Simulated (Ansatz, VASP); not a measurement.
**In2O3: VASP beside Ansatz**

INCAR

```
  PREC = Accurate
  ENCUT = 520
  EDIFF = 1E-6
  ISMEAR = 0
  SIGMA = 0.01
  LREAL = False
  LASPH = True
  NELM = 100
  ALGO = Fast
  ISIF = 2
  LWAVE = False
  LCHARG = True
  GGA = CA
  LELF = True
  LVHAR = True
  NBANDS = 55
```

File KPOINTS:

```
Automatic mesh
0
Gamma
  5 5 5
```

Contents of POSCAR:

```
In2O3
1.0
    2.7064211304      1.5625529647      4.7712982964
   -2.7064211304      1.5625529647      4.7712982964
    0.0000000000     -3.1251059392      4.7712982964
In O
4 6
Direct
    0.3573100000      0.3573100000      0.3573100000
    0.1426900000      0.1426900000      0.1426900000
    0.6426900000      0.6426900000      0.6426900000
    0.8573100000      0.8573100000      0.8573100000
    0.5480000000      0.9520000000      0.2500000000
    0.2500000000      0.5480000000      0.9520000000
    0.9520000000      0.2500000000      0.5480000000
    0.4520000000      0.0480000000      0.7500000000
    0.7500000000      0.4520000000      0.0480000000
    0.0480000000      0.7500000000      0.4520000000
```

Input for Ansatz:

```yaml
crystal:
  lattice:
    - [2.706421130370258, 1.562552964685618, 4.771298296426298]
    - [-2.706421130370258, 1.562552964685618, 4.771298296426298]
    - [0.0, -3.125105939236085, 4.771298296426298]
  atoms:
    - { symbol: In, position: [0.35731, 0.35731, 0.35731] }
    - { symbol: In, position: [0.14269, 0.14269, 0.14269] }
    - { symbol: In, position: [0.64269, 0.64269, 0.64269] }
    - { symbol: In, position: [0.85731, 0.85731, 0.85731] }
    - { symbol: O, position: [0.548, 0.952, 0.25] }
    - { symbol: O, position: [0.25, 0.548, 0.952] }
    - { symbol: O, position: [0.952, 0.25, 0.548] }
    - { symbol: O, position: [0.452, 0.048, 0.75] }
    - { symbol: O, position: [0.75, 0.452, 0.048] }
    - { symbol: O, position: [0.048, 0.75, 0.452] }
basis:
  ecutwfc: 500.0
kpoints:
  mp_grid:
    grid: [5, 5, 5]
hamiltonian:
  xc: lda
scf:
  occupations:
    method: fixed
output:
  stress: true
```

Alike in both runs: task single point; functional LDA; k mesh 5 × 5 × 5; no spin polarisation.

|  | VASP | Ansatz |
| --- | --- | --- |
| version | VASP 6.6.1 | Ansatz 0.2.0 |
| potentials or method | VASP PAW LDA potentials, release 64 (In_d, O) | plane waves, PAW |
| plane-wave cutoff (eV) | 520 | 500 |
| occupations | gaussian, width 0.01 eV | fixed |
| valence electrons in the cell | 88 | 88 |

Ansatz gave:

- pressure (GPa): 4.5
- largest component of the traceless stress (GPa): 1.08

Problem. Which values does VASP return?

Solution. Pressure (GPa): 5.4; largest component of the traceless stress (GPa): 1.18.
